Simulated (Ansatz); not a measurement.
**Equation of state of Yb**

```xyz
1
Lattice="0.0000 2.7246 2.7246 2.7246 0.0000 2.7246 2.7246 2.7246 0.0000" Properties=species:S:1:pos:R:3 pbc="T T T"
Yb    0.0000    0.0000    0.0000
```

Structure from Materials Project entry mp-162 (possibly hypothetical), not relaxed further.

Semilocal functionals without a Hubbard term describe localised f shells poorly; where the shell is localised, the real material differs.

Spin–orbit coupling is left out, though it moves levels of the heavy atoms by tenths of an eV or more.

All numbers are computed: DFT, PBEsol, all-electron LAPW, scalar-relativistic (Ansatz 0.2.0); DFT, PBEsol, PAW with Ansatz's default frozen-core files, scalar-relativistic (Ansatz 0.2.0).

For LAPW: a Γ-centred 12×12×12 k mesh, Fermi–Dirac smearing of 0.03 eV, basis error target 1 meV/atom, no spin polarisation. PAW takes a cutoff of 420 eV at this cell (files made with PBE, cores remade for this functional). The Ansatz runs share mesh, smearing and spin set-up. Plane-wave (PAW) pressures include the program's estimate of the Pulay term.

The cell above is scaled evenly, with fractional coordinates and shape held.

```csv
V/V(cell),V (Å³/atom),"P, LAPW (GPa)","P, PAW (GPa)","free energy over the lowest listed, PAW (meV/atom)"
0.9600,38.835,-2.75,-2.78,0.0
0.9800,39.644,?,?,?
1.0000,40.453,-3.16,-3.19,30.2
1.0200,41.262,-3.33,-3.35,46.7
1.0400,42.071,-3.48,-3.50,64.0
```

Question: Fill in the row V/V(cell) = 0.9800.

Answer: P, LAPW (GPa) = -2.97, P, PAW (GPa) = -2.99, free energy over the lowest listed, PAW (meV/atom) = 14.6.
